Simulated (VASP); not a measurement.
Input of a VASP 6.6.1 run:

INCAR

```
SYSTEM = SnO2
PREC     = Accurate       ! precision mode
ENCUT    = 600            ! plane-wave cutoff, eV
EDIFF    = 1E-6           ! SCF threshold, eV
ISMEAR   = -1             ! smearing method
SIGMA    = 0.05           ! smearing width, eV
LREAL    = .False.        ! projectors in reciprocal space
LASPH    = .True.         ! aspherical terms in the spheres
NELM     = 80             ! most SCF steps
ALGO     = Normal         ! electronic algorithm
ISIF     = 3              ! what is computed and relaxed
LWAVE    = .False.        ! write WAVECAR
LCHARG   = .False.        ! write CHGCAR
GGA      = RE             ! functional
IBRION   = 2              ! ionic algorithm
NSW      = 60             ! ionic steps
EDIFFG   = -0.01          ! ionic threshold
```

File KPOINTS:

```
Automatic mesh
0
Gamma
  9 6 5
  0 0 0
```

Contents of POSCAR:

```
SnO2
1.0
    3.0232700000      0.0000000000      0.0000000000
    0.0000000000      4.9646800000      0.0000000000
    0.0000000000      0.0000000000      5.9769600000
Sn O
1 2
Direct
    0.5000000000      0.5000000000      0.0000000000
    0.0000000000      0.5000000000      0.7757200000
    0.0000000000      0.5000000000      0.2242800000
```

Potentials or basis: VASP PAW PBE potentials, release 64 (Sn_d, O).

Run with:

```console
$ cat potpaw_PBE.64/Sn_d/POTCAR potpaw_PBE.64/O/POTCAR > POTCAR
$ mpirun -np 1 vasp_std > vasp.out
```

Question: Estimate the relaxed cell.

Answer: a = 3.047 Å, b = 5.732 Å, c = 6.692 Å, α = 90.00°, β = 90.00°, γ = 90.00°.

Question: What does it give for the relaxed volume?

Answer: 38.96 Å³/atom.

Question: What does it give for the space group after relaxing (to 0.05 Å)?

Answer: Pmmm (No. 47).

Question: Predict the band gap on the k mesh.

Answer: 1.73 eV, indirect (least direct gap 2.16 eV).

The path:
```csv
step,energy change (eV),largest force (eV/Å),pressure (GPa),volume (Å³)
1,0.0000,0.2419,1.58,89.71
2,0.0198,0.6767,-1.98,93.59
3,-0.0089,0.1069,0.19,91.06
4,-0.0089,0.1008,0.24,91.04
5,-0.0112,0.0843,0.21,91.69
6,-0.0175,0.0340,0.18,93.68
7,-0.0268,0.0730,0.14,97.71
8,-0.0327,0.3102,0.10,106.05
9,-0.0335,0.3053,0.10,106.30
10,-0.0357,0.2900,0.08,107.08
11,-0.0398,0.2601,0.05,108.64
12,-0.0463,0.2020,-0.03,111.78
13,-0.0516,0.0981,-0.20,118.17
14,-0.0531,0.0892,-0.11,117.43
15,-0.0550,0.0635,0.16,115.23
16,-0.0553,0.0008,0.03,115.25
17,-0.0553,0.0180,-0.01,115.26
18,-0.0553,0.0160,0.00,115.26
19,-0.0553,0.0074,0.01,115.26
20,-0.0553,0.0147,0.00,115.26
21,-0.0553,0.0143,0.00,115.26
22,-0.0554,0.0141,0.00,115.26
23,-0.0555,0.0128,0.00,115.27
24,-0.0556,0.0106,0.00,115.27
25,-0.0558,0.0059,0.00,115.28
26,-0.0559,0.0042,-0.01,115.28
27,-0.0559,0.0007,-0.01,115.28
28,-0.0559,0.0015,0.03,115.27
29,-0.0559,0.0014,0.04,115.26
30,-0.0560,0.0112,0.02,115.36
31,-0.0560,0.0169,0.01,115.39
32,-0.0560,0.0167,0.00,115.48
33,-0.0560,0.0166,-0.02,115.74
34,-0.0561,0.0163,-0.04,116.25
35,-0.0561,0.0152,-0.10,117.27
36,-0.0561,0.0157,-0.06,116.64
37,-0.0561,0.0116,-0.05,116.69
38,-0.0562,0.0010,-0.02,116.83
39,-0.0562,0.0058,0.00,116.89
```

Caveat: the volume moved by over 15 % at a fixed basis, so the end points are rough; the PAW data sets were made with another functional, which shifts forces and pressure a little; spin-orbit coupling is left out, which moves the levels of the heavy elements; an odd mesh through Γ misses points on the zone boundary, where band edges often lie.
